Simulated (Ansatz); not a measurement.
Born–Oppenheimer molecular dynamics of a periodic cell of 16 atoms, MgO (host MgO, host structure Fm-3m). It goes on from the last frame of an earlier run, with new velocities.

Computed with DFT LDA, scalar-relativistic, plane waves, PAW in Ansatz 0.2.0. Settings: cutoff 420 eV, k mesh 2x2x2, fermi-dirac smearing 0.05 eV, no spin polarisation.

```
ensemble                      : NVE (velocity Verlet)
time step                     : 1 fs
steps asked                   : 320
starting velocities drawn for : 1950 K
seed                          : 396980
```

First frame:

```xyz
16
Lattice="0.0000 3.8220 3.8220 3.8220 0.0000 3.8220 3.8220 3.8220 0.0000" Properties=species:S:1:pos:R:3
Mg 0.045 -0.011 -0.007
O 1.822 1.833 1.976
Mg 1.971 1.865 -0.010
O 3.824 3.836 1.998
Mg 1.867 0.007 1.827
O 3.825 1.833 3.783
Mg 3.728 1.978 1.921
O 5.904 3.744 3.946
Mg -0.050 1.988 1.935
O 1.977 3.803 3.714
Mg 1.840 3.898 1.874
O 3.893 5.772 3.934
Mg 1.961 1.826 3.829
O 3.771 3.892 5.608
Mg 3.834 3.794 3.811
O 5.698 5.775 5.783
```

**Question.** What does the run give?

**Answer.** The run went to its last step.

| Property | Result |
| --- | --- |
| steps done | 320 |
| time covered | 320 fs |
| mean temperature over the second half | 1381 K |
| spread of the potential energy over the second half | 27.8 meV per atom |
| mean potential energy of the second half above the start | 69.2 meV per atom |

The conserved energy stayed within 0.41 meV per atom of its start (net change 0.25 meV per atom), so the integration is sound. A run of 0.32 ps of so small a system gives no equilibrium averages. Limits of this set-up: coarse k mesh.

**Question.** What happens to the structure?

**Answer.** Mean squared displacements from the first frame to the last, about the centre of mass: Mg 0.02 Å², O 0.04 Å². Another seed would give other details.

**Question.** How do temperature and energy run in time?

**Answer.** 
```csv
time (fs),T (K),potential energy less start (eV),conserved less start (meV/atom)
0.0,1950,0.000,0.00
16.0,840,2.157,0.35
32.0,1547,0.784,0.17
48.0,1536,0.804,0.12
64.0,1327,1.210,0.14
80.0,1535,0.806,0.05
96.0,1400,1.069,0.20
112.0,1511,0.854,0.17
128.0,1018,1.812,0.27
144.0,1775,0.341,0.09
160.0,1299,1.265,0.21
176.0,1246,1.369,0.25
192.0,1376,1.115,0.19
208.0,1685,0.513,-0.01
224.0,1510,0.855,0.14
240.0,850,2.138,0.41
256.0,1855,0.185,0.09
272.0,1103,1.645,0.22
288.0,1515,0.845,0.12
304.0,1583,0.713,0.09
320.0,1271,1.320,0.25
```

Run time: 18 min on 1 thread of Arm Neoverse N1, on a shared host, peak memory 0.39 GiB.
